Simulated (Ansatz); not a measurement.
# Ga: strong compression

How does Ga (bcc type) answer strong compression, and how long do frozen cores keep up with all electrons? Methods of the runs shown: LAPW, crystal datasets and norm-conserving. Companion runs by PAW are cited. Its runs: the reference run (LAPW); volume scaled by 1 (crystal datasets and norm-conserving); volume scaled by 0.88 (LAPW); volume scaled by 0.78 (LAPW); volume scaled by 0.68 (LAPW); volume scaled by 0.58 (LAPW); volume scaled by 0.5 (LAPW); volume scaled by 0.43 (LAPW, crystal datasets and norm-conserving).

Program: Ansatz 0.2.0. Level of theory: DFT PBE, with the methods named in each step. These are calculated values, not measurements.

## (1) The structure to begin with

It takes space group Im-3m (No. 229, cubic). The conventional cell has a = 3.376 Å, b = 3.376 Å, c = 3.376 Å, α = 90.00°, β = 90.00°, γ = 90.00°. Ga (site symmetry m-3m) has 8 Ga at 2.92 Å as nearest neighbours.

As a file:

```xyz
1
Lattice="-1.6878 1.6878 1.6878 1.6878 -1.6878 1.6878 1.6878 1.6878 -1.6878" Properties=species:S:1:pos:R:3 pbc="T T T"
Ga    0.0000    0.0000    0.0000
```

Whether this phase is the stable one at these pressures isn't tested.

## (2) The reference volume, LAPW

The input, input.yaml:

```yaml
crystal:
  lattice:
    - [-1.6878157453, 1.6878157453, 1.6878157453]
    - [1.6878157453, -1.6878157453, 1.6878157453]
    - [1.6878157453, 1.6878157453, -1.6878157453]
  atoms:
    - { symbol: Ga, position: [0.0, 0.0, 0.0] }
kpoints:
  mp_grid: { grid: [16, 16, 16] }
  band_path:
    path:
      - [0.0, 0.0, 0.0]
      - [0.5, -0.5, 0.5]
      - [0.0, 0.0, 0.5]
      - [0.0, 0.0, 0.0]
      - [0.25, 0.25, 0.25]
      - [0.5, -0.5, 0.5]
      - [0.25, 0.25, 0.25]
      - [0.0, 0.0, 0.5]
    npoints: 14
scf:
  occupations: { method: fermi_dirac, width: 0.08 }
hamiltonian:
  xc: pbe
  pseudopotentials: { kind: all_electron, lapw: { basis_error: 0.001 } }
output:
  forces: true
  stress: true
  eigenvalues: true
  populations: true
  dos: { projected: true, de: 0.2, e_range: [-14, 8] }
```

Started as:

```console
ansatz run input.yaml --threads 1 --pin off --max-ram 2048MiB --backend cpu --events-out ev --progress --plain --runs-dir out
```

Log, shortened:

```text
Ga: projections on atomic orbitals take those of the free atom 1s2 2s2 2p6 3s2 3p6 3d10 4s2 4p1, of charge +0.00 (hamiltonian.pseudopotentials.projection_atoms)
LAPW: plane waves up to 7.369 Å⁻¹, error target 1.0e-3 eV per atom; small_component_spin mean_spin; Ga in spheres of 1.462 Å, 21 of its electrons in bands, Dirac shells []
[...]
Pseudopotentials: kind: all_electron
Pseudopotential: Ga, LAPW, valence charge 21, Koelling and Harmon's equation, gaussian nucleus
Functional definition: PBE
[...]
Crystal: 1 atoms, lattice volume = 19.232 Å³
Basis set: ecut = 206.90127986073938 eV, 135 PW (Γ), exchange–correlation at level 2
Bands: 15, of which v1, the nominal top of the filled ones, is band 11 counted from 1 (10 counted from 0)
Symmetry: 48 space group operations
Space group: Im-3m (ITA 229), of the structure as read, at distance tolerance 2.7e-5 Å
k-points: 145 of 4096
[...]
SCF iter   1: F=—  HF=-52899.840445 eV  |F-HF|=—  |Δ(HF+E_count)|=         —  Δρ=7.09e-3  dr2=5.94e-3  ethr=2.82e-5  ⟨swp⟩=3.5  Hψ=15487  notcnv=0
[...]
SCF iter   7: F=-52899.810297 eV  HF=-52899.810297 eV  |F-HF|=6.16e-9  |Δ(HF+E_count)|=   5.59e-8  Δρ=8.65e-6  dr2=1.11e-8  ethr=4.26e-9  ⟨swp⟩=2.0  Hψ=6178  notcnv=0
[...]
NSCF: frozen V_eff on 99 k-points
SCF converged after 7 iterations
Free energy (F): -52899.810297 eV
[...]
E sigma→0 (E₀):  -52899.804744 eV
Entropy (-TS):   -0.011107 eV (-11.107 meV/atom)
Fermi energy:    11.502481 eV
[...]
--- Forces (eV/Å), atoms counted from 1 ---
  atom   1  Ga    -0.00000000     0.00000000     0.00000000
[...]
--- Stress (GPa, compression-positive) ---
        0.053877      -0.000000       0.000000
       -0.000000       0.053877      -0.000000
        0.000000      -0.000000       0.053877
  P = ⅓ Tr σ = 0.0539 GPa (0.539 kbar)
--- Band table (eV; the first three rows and the last of 145) ---
  k-point 0: bands = ["-132.2145", "-82.9444", "-82.9444", "-82.9444", "-3.4064", "-3.4064", "-3.4064", "-3.2276", "-3.2276", "0.5958", "23.8355", "23.8355", "23.8355", "28.2534", "28.2534"]
[...]
--- Löwdin populations: 1 site ---
  site symbol       q [e]
     0     Ga     30.9844
  spilling = 0.000503 (of n_electrons = 31.000000)
```

Run time: 5.5 s. Hardware: 1 thread of Intel Xeon 6975P-C (Granite Rapids), shared host; peak memory 0.32 GiB.

Read from it: pressure 0.05 GPa; no gap.

At the corners of the path (eV, zero at the Fermi level):

| point | band 8 | band 9 | band 10 | band 11 | band 12 | band 13 | band 14 |
| --- | --- | --- | --- | --- | --- | --- | --- |
| Γ | -14.73 | -14.73 | -10.91 | 12.33 | 12.33 | 12.33 | 16.75 |
| H | -14.65 | -14.65 | 1.29 | 1.60 | 1.60 | 1.60 | 5.72 |
| N | -14.73 | -14.62 | -4.49 | -3.65 | 6.90 | 8.92 | 11.26 |
| Γ | -14.73 | -14.73 | -10.91 | 12.33 | 12.33 | 12.33 | 16.75 |
| P | -14.73 | -14.73 | -2.37 | 0.00 | 0.00 | 0.00 | 23.80 |
| H | -14.65 | -14.65 | 1.29 | 1.60 | 1.60 | 1.60 | 5.72 |
| P | -14.73 | -14.73 | -2.37 | 0.00 | 0.00 | 0.00 | 23.80 |
| N | -14.73 | -14.62 | -4.49 | -3.65 | 6.90 | 8.92 | 11.26 |

States per cell in windows of 1 eV (zero at the Fermi level; grid of 0.20 eV, so sharp peaks spill over the borders):

| from | to | total | Ga 4p | Ga 4s |
| --- | --- | --- | --- | --- |
| -10 | -9 | 0.14 | 0.07 | 0.07 |
| -9 | -8 | 0.19 | 0.10 | 0.08 |
| -8 | -7 | 0.23 | 0.12 | 0.10 |
| -7 | -6 | 0.26 | 0.14 | 0.12 |
| -6 | -5 | 0.30 | 0.14 | 0.15 |
| -5 | -4 | 0.37 | 0.14 | 0.23 |
| -4 | -3 | 0.31 | 0.11 | 0.19 |
| -3 | -2 | 0.29 | 0.18 | 0.10 |
| -2 | -1 | 0.40 | 0.29 | 0.10 |
| -1 | 0 | 0.40 | 0.28 | 0.12 |
| 0 | 1 | 0.43 | 0.31 | 0.11 |
| 1 | 2 | 0.48 | 0.37 | 0.09 |
| 2 | 3 | 0.48 | 0.38 | 0.08 |
| 3 | 4 | 0.47 | 0.37 | 0.08 |
| 4 | 5 | 0.48 | 0.38 | 0.07 |

## (3) Volume scaled by 1, crystal datasets

The input, input.yaml:

```yaml
crystal:
  lattice:
    - [-1.6878157453, 1.6878157453, 1.6878157453]
    - [1.6878157453, -1.6878157453, 1.6878157453]
    - [1.6878157453, 1.6878157453, -1.6878157453]
  atoms:
    - { symbol: Ga, position: [0.0, 0.0, 0.0] }
kpoints:
  mp_grid: { grid: [16, 16, 16] }
scf:
  occupations: { method: fermi_dirac, width: 0.08 }
hamiltonian:
  xc: pbe
  pseudopotentials: { kind: all_electron, datasets: crystal }
output:
  forces: true
  stress: true
  eigenvalues: true
```

Started as:

```console
ansatz run input.yaml --threads 1 --pin off --max-ram 2048MiB --backend cpu --events-out ev --progress --plain --runs-dir out
```

Log, shortened:

```text
[...]
[... 1 set-up line as earlier in the session ...]
Pseudopotential: Ga, paw, valence charge 13, recommended cutoff 240 eV (normal), Koelling and Harmon's equation, gaussian nucleus
[... 1 set-up line as earlier in the session ...]
[...]
Crystal: 1 atoms, lattice volume = 19.232 Å³
Basis set: ecut = 240 eV, 177 PW (Γ), exchange–correlation on 30×30×30 points (8 copies of the dense FFT grid, shifted against one another)
Bands: 11, of which v1, the nominal top of the filled ones, is band 7 counted from 1 (6 counted from 0)
[... 2 set-up lines as earlier in the session ...]
k-points: 145 of 4096
[...]
SCF iter   1: F=—  HF=-52899.815022 eV  |F-HF|=—  |Δ(HF+E_count)|=         —  Δρ=1.52e-2  dr2=5.33e-2  ethr=3.99e-4  ⟨swp⟩=3.6  Hψ=9100  notcnv=0
[...]
Past the cutoffs: a stress includes 0.0014 GPa for waves and charges beyond them, in addition to the slope of what the spheres take
In the spheres:  the bands' charges fall short by 1.5e-7 e at most (sound up to 1e-3)
Fermi energy:    11.502461 eV
[...]
  The terms above E_closure are by the made datasets' own strengths, without shells solved beside the bands.
--- Forces (eV/Å), atoms counted from 1 ---
  atom   1  Ga     0.00000000    -0.00000000    -0.00000000
[...]
--- Stress (GPa, compression-positive) ---
        0.052789      -0.000000       0.000000
        0.000000       0.052789       0.000000
        0.000000      -0.000000       0.052789
  P = ⅓ Tr σ = 0.0528 GPa (0.528 kbar)
--- Band table (eV; the first three rows and the last of 145) ---
  k-point 0: bands = ["-3.4065", "-3.4065", "-3.4065", "-3.2277", "-3.2277", "0.5957", "23.8355", "23.8355", "23.8355", "28.2535"]
[...]
```

It took 6.6 s on 1 thread of Intel Xeon 6975P-C (Granite Rapids), shared host; peak memory 0.39 GiB.

This run gives: pressure 0.05 GPa.

## (4) Volume scaled by 1, norm-conserving

input.yaml, as its differences from that of step 3:

```diff
@@ -13,3 +13,3 @@
   xc: pbe
-  pseudopotentials: { kind: all_electron, datasets: crystal }
+  pseudopotentials: { kind: nc }
 output:
```

Started as:

```console
ansatz run input.yaml --threads 1 --pin off --max-ram 2048MiB --backend cpu --events-out ev --progress --plain --runs-dir out
```

Log, shortened:

```text
[...]
Pseudopotentials: kind: nc
Pseudopotential: Ga, nc, valence charge 13, recommended cutoff 1088.45545 eV (normal), Ga.nc.azcp
[... 1 set-up line as earlier in the session ...]
[...]
Crystal: 1 atoms, lattice volume = 19.232 Å³
Basis set: ecut = 1088.45545 eV, 1553 PW (Γ), exchange–correlation on 64×64×64 points (8 copies of the dense FFT grid, shifted against one another)
Bands: 11, of which v1, the nominal top of the filled ones, is band 7 counted from 1 (6 counted from 0)
[... 2 set-up lines as earlier in the session ...]
k-points: 145 of 4096
[...]
SCF iter   1: F=—  HF=-2080.927434 eV  |F-HF|=—  |Δ(HF+E_count)|=         —  Δρ=1.90e-2  dr2=7.88e-2  ethr=3.10e-3  ⟨swp⟩=5.7  Hψ=10480  notcnv=0
[...]
SCF iter   6: F=-2080.897238 eV  HF=-2080.897238 eV  |F-HF|=2.77e-11  |Δ(HF+E_count)|=   4.35e-9  Δρ=1.32e-6  dr2=9.70e-11  ethr=1.39e-10  ⟨swp⟩=2.9  Hψ=4841  notcnv=0
[...]
SCF converged after 6 iterations
Free energy (F): -2080.897238 eV
[...]
E sigma→0 (E₀):  -2080.891687 eV
Entropy (-TS):   -0.011101 eV (-11.101 meV/atom)
Fermi energy:    10.610892 eV
[...]
--- Forces (eV/Å), atoms counted from 1 ---
  atom   1  Ga     0.00000000    -0.00000000    -0.00000000
[...]
--- Stress (GPa, compression-positive) ---
        0.036888      -0.000000      -0.000000
        0.000000       0.036888       0.000000
       -0.000000       0.000000       0.036888
  P = ⅓ Tr σ = 0.0369 GPa (0.369 kbar)
--- Band table (eV; the first three rows and the last of 145) ---
  k-point 0: bands = ["-4.3149", "-4.3149", "-4.3149", "-4.1361", "-4.1361", "-0.2969", "22.9280", "22.9280", "22.9280", "27.3700", "27.3700"]
[...]
```

Run time: 2.7 s. Hardware: 1 thread of Intel Xeon 6975P-C (Granite Rapids), shared host; peak memory 0.35 GiB.

This run gives: pressure 0.04 GPa; no gap.

## (5) Volume scaled by 0.88, LAPW

The input, input.yaml:

```yaml
crystal:
  lattice:
    - [-1.6174067754, 1.6174067754, 1.6174067754]
    - [1.6174067754, -1.6174067754, 1.6174067754]
    - [1.6174067754, 1.6174067754, -1.6174067754]
  atoms:
    - { symbol: Ga, position: [0.0, 0.0, 0.0] }
kpoints:
  mp_grid: { grid: [16, 16, 16] }
scf:
  occupations: { method: fermi_dirac, width: 0.08 }
hamiltonian:
  xc: pbe
  pseudopotentials: { kind: all_electron, lapw: { basis_error: 0.001 } }
output:
  forces: true
  stress: true
  eigenvalues: true
  populations: true
```

Started as:

```console
ansatz run input.yaml --threads 1 --pin off --max-ram 2048MiB --backend cpu --events-out ev --progress --plain --runs-dir out
```

Log, shortened:

```text
Ga: projections on atomic orbitals take those of the free atom 1s2 2s2 2p6 3s2 3p6 3d10 4s2 4p1, of charge +0.00 (hamiltonian.pseudopotentials.projection_atoms)
LAPW: plane waves up to 7.780 Å⁻¹, error target 1.0e-3 eV per atom; small_component_spin mean_spin; Ga in spheres of 1.401 Å, 21 of its electrons in bands, Dirac shells []
[...]
[... 3 set-up lines as earlier in the session ...]
[...]
Crystal: 1 atoms, lattice volume = 16.925 Å³
Basis set: ecut = 230.58532174297315 eV, 141 PW (Γ), exchange–correlation at level 2
Bands: 15, of which v1, the nominal top of the filled ones, is band 11 counted from 1 (10 counted from 0)
[... 1 set-up line as earlier in the session ...]
Space group: Im-3m (ITA 229), of the structure as read, at distance tolerance 2.6e-5 Å
k-points: 145 of 4096
[...]
SCF iter   7: F=-52899.757276 eV  HF=-52899.757276 eV  |F-HF|=3.75e-9  |Δ(HF+E_count)|=   7.11e-8  Δρ=8.95e-6  dr2=9.43e-9  ethr=4.17e-9  ⟨swp⟩=2.0  Hψ=6158  notcnv=0
[...]
SCF converged after 7 iterations
Free energy (F): -52899.757276 eV
[...]
E sigma→0 (E₀):  -52899.751937 eV
Entropy (-TS):   -0.010677 eV (-10.677 meV/atom)
Fermi energy:    13.576003 eV
[...]
--- Forces (eV/Å), atoms counted from 1 ---
  atom   1  Ga    -0.00000000    -0.00000000    -0.00000000
[...]
--- Stress (GPa, compression-positive) ---
        8.291258      -0.000000      -0.000000
       -0.000000       8.291258      -0.000000
       -0.000000      -0.000000       8.291258
  P = ⅓ Tr σ = 8.2913 GPa (82.913 kbar)
--- Band table (eV; the first three rows and the last of 145) ---
  k-point 0: bands = ["-130.2295", "-80.9581", "-80.9581", "-80.9581", "-1.4725", "-1.4725", "-1.4725", "-1.2306", "-1.2306", "1.6509", "27.5375", "27.5375", "27.5375", "31.5862", "31.5862"]
[...]
--- Löwdin populations: 1 site ---
  site symbol       q [e]
     0     Ga     30.9827
  spilling = 0.000560 (of n_electrons = 31.000000)
```

It took 4.9 s on 1 thread of Intel Xeon 6975P-C (Granite Rapids), shared host; peak memory 0.32 GiB.

Result: pressure 8.29 GPa; no gap.

## (6) Volume scaled by 0.78, LAPW

input.yaml, as its differences from that of step 5:

```diff
@@ -2,5 +2,5 @@
   lattice:
-    - [-1.6174067754, 1.6174067754, 1.6174067754]
-    - [1.6174067754, -1.6174067754, 1.6174067754]
-    - [1.6174067754, 1.6174067754, -1.6174067754]
+    - [-1.5536620877, 1.5536620877, 1.5536620877]
+    - [1.5536620877, -1.5536620877, 1.5536620877]
+    - [1.5536620877, 1.5536620877, -1.5536620877]
   atoms:
```

Started as:

```console
ansatz run input.yaml --threads 1 --pin off --max-ram 2048MiB --backend cpu --events-out ev --progress --plain --runs-dir out
```

Log, shortened:

```text
Ga: projections on atomic orbitals take those of the free atom 1s2 2s2 2p6 3s2 3p6 3d10 4s2 4p1, of charge +0.00 (hamiltonian.pseudopotentials.projection_atoms)
LAPW: plane waves up to 8.183 Å⁻¹, error target 1.0e-3 eV per atom; small_component_spin mean_spin; Ga in spheres of 1.346 Å, 21 of its electrons in bands, Dirac shells []
[...]
[... 3 set-up lines as earlier in the session ...]
[...]
Crystal: 1 atoms, lattice volume = 15.001 Å³
Basis set: ecut = 255.09260765456048 eV, 141 PW (Γ), exchange–correlation at level 2
Bands: 15, of which v1, the nominal top of the filled ones, is band 11 counted from 1 (10 counted from 0)
[... 1 set-up line as earlier in the session ...]
Space group: Im-3m (ITA 229), of the structure as read, at distance tolerance 2.5e-5 Å
k-points: 145 of 4096
[...]
SCF iter   7: F=-52899.585936 eV  HF=-52899.585936 eV  |F-HF|=3.87e-9  |Δ(HF+E_count)|=   2.81e-8  Δρ=8.54e-6  dr2=6.13e-9  ethr=2.62e-9  ⟨swp⟩=2.0  Hψ=6134  notcnv=0
[...]
SCF converged after 7 iterations
Free energy (F): -52899.585936 eV
[...]
E sigma→0 (E₀):  -52899.581179 eV
Entropy (-TS):   -0.009515 eV (-9.515 meV/atom)
Fermi energy:    15.814588 eV
[...]
--- Forces (eV/Å), atoms counted from 1 ---
  atom   1  Ga    -0.00000000     0.00000000    -0.00000000
[...]
--- Stress (GPa, compression-positive) ---
       21.632952       0.000000       0.000000
        0.000000      21.632952      -0.000000
        0.000000      -0.000000      21.632952
  P = ⅓ Tr σ = 21.6330 GPa (216.330 kbar)
--- Band table (eV; the first three rows and the last of 145) ---
  k-point 0: bands = ["-128.1521", "-78.8785", "-78.8785", "-78.8785", "0.5427", "0.5427", "0.5427", "0.8608", "0.8608", "2.7863", "31.4686", "31.4686", "31.4686", "35.0156", "35.0156"]
[...]
--- Löwdin populations: 1 site ---
  site symbol       q [e]
     0     Ga     30.9810
  spilling = 0.000614 (of n_electrons = 31.000000)
```

It took 5.1 s on 1 thread of Intel Xeon 6975P-C (Granite Rapids), shared host; peak memory 0.33 GiB.

In short: pressure 21.63 GPa; no gap.

## (7) Volume scaled by 0.68, LAPW

input.yaml, as its differences from that of step 6:

```diff
@@ -2,5 +2,5 @@
   lattice:
-    - [-1.5536620877, 1.5536620877, 1.5536620877]
-    - [1.5536620877, -1.5536620877, 1.5536620877]
-    - [1.5536620877, 1.5536620877, -1.5536620877]
+    - [-1.48420767, 1.48420767, 1.48420767]
+    - [1.48420767, -1.48420767, 1.48420767]
+    - [1.48420767, 1.48420767, -1.48420767]
   atoms:
```

Started as:

```console
ansatz run input.yaml --threads 1 --pin off --max-ram 2048MiB --backend cpu --events-out ev --progress --plain --runs-dir out
```

Log, shortened:

```text
Ga: projections on atomic orbitals take those of the free atom 1s2 2s2 2p6 3s2 3p6 3d10 4s2 4p1, of charge +0.00 (hamiltonian.pseudopotentials.projection_atoms)
LAPW: plane waves up to 8.661 Å⁻¹, error target 1.0e-3 eV per atom; small_component_spin mean_spin; Ga in spheres of 1.285 Å, 21 of its electrons in bands, Dirac shells []
[...]
[... 3 set-up lines as earlier in the session ...]
[...]
Crystal: 1 atoms, lattice volume = 13.078 Å³
Basis set: ecut = 285.76739163887714 eV, 141 PW (Γ), exchange–correlation at level 2
Bands: 15, of which v1, the nominal top of the filled ones, is band 11 counted from 1 (10 counted from 0)
[... 1 set-up line as earlier in the session ...]
Space group: Im-3m (ITA 229), of the structure as read, at distance tolerance 2.4e-5 Å
k-points: 145 of 4096
[...]
SCF iter   6: F=-52899.191083 eV  HF=-52899.191083 eV  |F-HF|=1.82e-9  |Δ(HF+E_count)|=   1.67e-7  Δρ=4.55e-6  dr2=9.44e-10  ethr=1.09e-9  ⟨swp⟩=3.0  Hψ=6266  notcnv=0
[...]
SCF converged after 6 iterations
Free energy (F): -52899.191083 eV
[...]
E sigma→0 (E₀):  -52899.187361 eV
Entropy (-TS):   -0.007444 eV (-7.444 meV/atom)
Fermi energy:    18.713814 eV
[...]
--- Forces (eV/Å), atoms counted from 1 ---
  atom   1  Ga    -0.00000000    -0.00000000     0.00000000
[...]
--- Stress (GPa, compression-positive) ---
       46.942967       0.000000      -0.000000
        0.000000      46.942967      -0.000000
       -0.000000      -0.000000      46.942967
  P = ⅓ Tr σ = 46.9430 GPa (469.430 kbar)
--- Band table (eV; the first three rows and the last of 145) ---
  k-point 0: bands = ["-125.5252", "-76.2475", "-76.2475", "-76.2475", "3.0790", "3.0790", "3.0790", "3.5080", "3.5080", "4.2689", "36.5180", "36.5180", "36.5180", "38.8082", "38.8082"]
[...]
--- Löwdin populations: 1 site ---
  site symbol       q [e]
     0     Ga     30.9792
  spilling = 0.000672 (of n_electrons = 31.000000)
```

Run time: 4.8 s. Hardware: 1 thread of Intel Xeon 6975P-C (Granite Rapids), shared host; peak memory 0.33 GiB.

Result: pressure 46.94 GPa; no gap.

## (8) Volume scaled by 0.58, LAPW

input.yaml, as its differences from that of step 7:

```diff
@@ -2,5 +2,5 @@
   lattice:
-    - [-1.48420767, 1.48420767, 1.48420767]
-    - [1.48420767, -1.48420767, 1.48420767]
-    - [1.48420767, 1.48420767, -1.48420767]
+    - [-1.4075625344, 1.4075625344, 1.4075625344]
+    - [1.4075625344, -1.4075625344, 1.4075625344]
+    - [1.4075625344, 1.4075625344, -1.4075625344]
   atoms:
```

Started as:

```console
ansatz run input.yaml --threads 1 --pin off --max-ram 2048MiB --backend cpu --events-out ev --progress --plain --runs-dir out
```

Log, shortened:

```text
Ga: projections on atomic orbitals take those of the free atom 1s2 2s2 2p6 3s2 3p6 3d10 4s2 4p1, of charge +0.00 (hamiltonian.pseudopotentials.projection_atoms)
LAPW: plane waves up to 9.242 Å⁻¹, error target 1.0e-3 eV per atom; small_component_spin mean_spin; Ga in spheres of 1.219 Å, 21 of its electrons in bands, Dirac shells []
[...]
[... 3 set-up lines as earlier in the session ...]
[...]
Crystal: 1 atoms, lattice volume = 11.155 Å³
Basis set: ecut = 325.4331884445355 eV, 141 PW (Γ), exchange–correlation at level 2
Bands: 15, of which v1, the nominal top of the filled ones, is band 11 counted from 1 (10 counted from 0)
[... 1 set-up line as earlier in the session ...]
Space group: Im-3m (ITA 229), of the structure as read, at distance tolerance 2.2e-5 Å
k-points: 145 of 4096
[...]
SCF iter   6: F=-52898.360359 eV  HF=-52898.360359 eV  |F-HF|=1.43e-9  |Δ(HF+E_count)|=   1.50e-7  Δρ=4.12e-6  dr2=6.25e-10  ethr=6.31e-10  ⟨swp⟩=2.7  Hψ=5975  notcnv=0
[...]
SCF converged after 6 iterations
Free energy (F): -52898.360359 eV
[...]
E sigma→0 (E₀):  -52898.357159 eV
Entropy (-TS):   -0.006400 eV (-6.400 meV/atom)
Fermi energy:    22.634516 eV
[...]
--- Forces (eV/Å), atoms counted from 1 ---
  atom   1  Ga    -0.00000000    -0.00000000     0.00000000
[...]
--- Stress (GPa, compression-positive) ---
       97.438274      -0.000000      -0.000000
       -0.000000      97.438274      -0.000000
       -0.000000      -0.000000      97.438274
  P = ⅓ Tr σ = 97.4383 GPa (974.383 kbar)
--- Band table (eV; the first three rows and the last of 145) ---
  k-point 0: bands = ["-122.0924", "-72.8051", "-72.8051", "-72.8051", "6.2868", "6.3760", "6.3760", "6.3760", "6.9728", "6.9728", "43.2413", "43.2413", "43.2413", "43.6986", "43.6986"]
[...]
--- Löwdin populations: 1 site ---
  site symbol       q [e]
     0     Ga     30.9770
  spilling = 0.000743 (of n_electrons = 31.000000)
```

Wall time 5 s (1 thread of Intel Xeon 6975P-C (Granite Rapids), shared host); peak memory 0.32 GiB.

Read from it: pressure 97.44 GPa; no gap.

(Part 1 of 2 ends here.)
